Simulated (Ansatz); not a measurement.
AlNi: relaxation of cell and atoms with PBEsol

The system is AlNi.

```
Ni Al
1.0
     2.88100    0.00000    0.00000
     0.00000    2.88100    0.00000
     0.00000    0.00000    2.88100
Ni Al
1 1
Direct
  0.50000 0.50000 0.50000
  0.00000 0.00000 0.00000
```

```
Program               : Ansatz 0.2.0
Task                  : relaxation of cell and atoms
Functional            : PBEsol
Potentials or basis   : Ansatz PAW
Cutoff                : 420 eV (not typed: the program's choice for these potentials)
k mesh                : 9 × 9 × 9
Occupations           : fermi-dirac, width 0.05 eV
Spin                  : collinear spin, ferromagnetic start
Starting moments      : [1.0, 0.0] μB
Target pressure       : 2 GPa
Target pressure (GPa) : 2
```

```
Relaxed volume                                         : 11.59 Å³/atom
Relaxed cell                                           : a = 2.851 Å, b = 2.851 Å, c = 2.851 Å, α = 90.00°, β = 90.00°, γ = 90.00°
Space group after relaxing (to 0.05 Å)                 : Pm-3m (No. 221)
Energy change on relaxing (the enthalpy is what falls) : -1.7 meV/atom
Ionic steps                                            : 5
Pressure after relaxing                                : 2.0 GPa
Band gap on the k mesh                                 : none (metal or under the smearing width)
Net moment                                             : 0.00 μB per cell
Absolute moment                                        : 0.00 μB per cell
```

Step by step:
```csv
step,energy change (eV),largest force (eV/Å),volume (Å³)
1,0.0000,0.0000,23.91
2,-0.0052,0.0000,23.44
3,-0.0036,0.0000,23.16
4,-0.0037,0.0000,23.17
5,-0.0035,0.0000,23.17
```

Final structure:
```
Ni Al
1.0
     2.85104    0.00000    0.00000
     0.00000    2.85104    0.00000
     0.00000    0.00000    2.85104
Ni Al
1 1
Direct
  0.50000 0.50000 0.50000
  0.00000 0.00000 0.00000
```

Levels at points of the mesh, in eV from the Fermi level:
Spin up:
| k point | band 8 | band 9 | band 10 | band 11 | band 12 | band 13 |
| --- | --- | --- | --- | --- | --- | --- |
| (0.00, 0.00, 0.00) | -1.62 | -1.62 | -1.62 | 5.59 | 5.59 | 5.59 |
Spin down:
```
           k point  band 8  band 9  band 10  band 11  band 12  band 13
(0.00, 0.00, 0.00)   -1.62   -1.62    -1.62     5.59     5.59     5.59
```

Run time: 6.6 s on 2 threads of Arm Neoverse V1, on a shared host, peak memory 0.29 GiB.

Caveat: the plane-wave basis is chosen anew once the cell has moved, so the energies of steps on either side of that aren't comparable; the PAW data sets come from PBE, with cores solved anew for the run's functional, which leaves a small shift of forces and pressure; the starting moments weren't kept.
